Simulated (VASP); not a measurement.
# S: restarted molecular dynamics, 2 variants

S, P4_2/mnm (no. 136), 8 atoms in the cell. PBE, molecular dynamics; PAW potentials S (PBE set).

| Restart from | Temperature at the end (K) | The same without a restart (K) | Potential energy at the end (eV/atom) | The same without a restart (eV/atom) | Electronic steps in the first step after the restart | Time (s) |
|---|---|---|---|---|---|---|
| CONTCAR with velocities, WAVECAR read | 985.0 | 985.0 | -3.65871 | -3.65872 | 7 | 383 |
| CONTCAR with velocities, no WAVECAR | 985.0 | 985.0 | -3.65871 | -3.65872 | 16 | 359 |

Limits: 120 fs of 8 atoms are too short for converged averages.

## Input of the first row

INCAR.step1:
```
SYSTEM = S
  GGA = PE
  PREC = Normal
  ENCUT = 260
  EDIFF = 1E-6
  NELMIN = 4
  NELM = 60
  ALGO = Fast
  LREAL = Auto
  LASPH = .True.
  ISMEAR = -1
  SIGMA = 0.069
  ISYM = 0
  LWAVE = .True.
  LCHARG = .False.
  IBRION = 0
  NSW = 30
  POTIM = 2.0
  TEBEG = 1600
  ISIF = 2
  RANDOM_SEED = 484922 0 0
  MDALGO = 4
  NHC_NCHAINS = 3
  NHC_PERIOD = 30
  KPAR = 2
```

INCAR.step2, as INCAR.step1 but for:
```
- LWAVE = .True.
+ LWAVE = .False.
```

KPOINTS:
```
k-points
0
Monkhorst-Pack
  2 2 2
```

POSCAR.step1:
```
S
1.0
    5.6780537900      0.0000000000      0.0000000000
    0.0000000000      5.6780537900      0.0000000000
    0.0000000000      0.0000000000      5.8992311600
S
8
Direct
    0.6166086200      0.3833913800      0.0000000000
    0.6166086200      0.3833913800      0.5000000000
    0.3833913800      0.6166086200      0.0000000000
    0.3833913800      0.6166086200      0.5000000000
    0.1166086200      0.1166086200      0.2500000000
    0.1166086200      0.1166086200      0.7500000000
    0.8833913800      0.8833913800      0.2500000000
    0.8833913800      0.8833913800      0.7500000000
```

Commands (each step's output is kept before the next begins):
```
cat potpaw_PBE.64/S/POTCAR > POTCAR
cp INCAR.step1 INCAR
cp POSCAR.step1 POSCAR
mpirun -np 2 vasp_std > vasp.out
cp CONTCAR POSCAR
cp INCAR.step2 INCAR
mpirun -np 2 vasp_std > vasp.out
```

Changes of the last row against the first:
```
(step 1)
- LWAVE = True
+ LWAVE = False
```

VASP 6.6.1 took 383 s on 2 cores (AMD EPYC 7571), a shared host.
